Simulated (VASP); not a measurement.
Write the native input for VASP 6.6.1 that does the following.

| Property | Result |
| --- | --- |
| Task | relaxation of cell and atoms |
| Functional | BLYP |
| Dispersion | D4 |
| Potentials or basis | VASP PAW PBE potentials, release 64 (Sn_d, Se) |
| Cutoff | 600 eV |
| k mesh | 8 × 8 × 8 |
| Occupations | fermi-dirac, width 0.05 eV |
| Spin | no spin polarisation |
| Dipole correction | no |
| Further INCAR settings | ALGO = Fast; EDIFF = 1e-07; IBRION = 2; EDIFFG = -0.01; NSW = 80; ISIF = 3 |

The structure of SnSe lies in POSCAR:

```
SnSe
1.0
    0.0000000000      3.0100000000      3.0100000000
    3.0100000000      0.0000000000      3.0100000000
    3.0100000000      3.0100000000      0.0000000000
Sn Se
1 1
Direct
    0.0000000000      0.0000000000      0.0000000000
    0.5000000000      0.5000000000      0.5000000000
```

Measurements of this composition are mostly on another form, of space group No. 62.

These files were run (other wordings do the same):

INCAR

```
PREC     = Accurate       # precision mode
ENCUT    = 600            # plane-wave cutoff, eV
EDIFF    = 1E-7           # SCF threshold, eV
ISMEAR   = -1             # smearing method
SIGMA    = 0.05           # smearing width, eV
LREAL    = False          # projectors in reciprocal space
LASPH    = True           # aspherical terms in the spheres
NELM     = 100            # most SCF steps
ALGO     = Fast           # electronic algorithm
ISIF     = 3              # what is computed and relaxed
LWAVE    = False          # write WAVECAR
LCHARG   = False          # write CHGCAR
GGA      = B5             # functional
ALDAX    = 1.0          
AGGAX    = 1.0          
AGGAC    = 1.0          
ALDAC    = 0.0          
IVDW     = 13             # dispersion correction
VDW_S6   = 1.0          
VDW_S8   = 2.34076671   
VDW_A1   = 0.44488865   
VDW_A2   = 4.0933009    
IBRION   = 2              # ionic algorithm
NSW      = 80             # ionic steps
EDIFFG   = -0.01          # ionic threshold
```

KPOINTS

```
regular mesh
0
Gamma
  8 8 8
```

Potentials or basis: VASP PAW PBE potentials, release 64 (Sn_d, Se).

Command:

```bash
$ cat potpaw_PBE.64/Sn_d/POTCAR potpaw_PBE.64/Se/POTCAR > POTCAR
$ mpirun -np 1 vasp_std > vasp.out
```

Results of the run:

```json
{
  "Relaxed volume": "29.69 Å³/atom",
  "Relaxed cell": "a = 4.379 Å, b = 4.379 Å, c = 4.379 Å, α = 60.00°, β = 60.00°, γ = 60.00°",
  "Space group after relaxing (to 0.05 Å)": "Fm-3m (No. 225)",
  "Energy gained by relaxing": "40.4 meV/atom",
  "Ionic steps": "8",
  "Pressure after relaxing": "0.0 GPa",
  "Band gap on the k mesh": "0.08 eV, direct",
  "Dispersion energy per atom": "-0.734 eV"
}
```

Caveat: the PAW data sets were made with another functional, which shifts forces and pressure a little; spin-orbit coupling is left out, which moves the levels of the heavy elements.

It took 3.8 min on 1 thread of Intel(R) Xeon(R) Platinum 8488C (Sapphire Rapids) (shared host), peak memory 0.23 GiB.
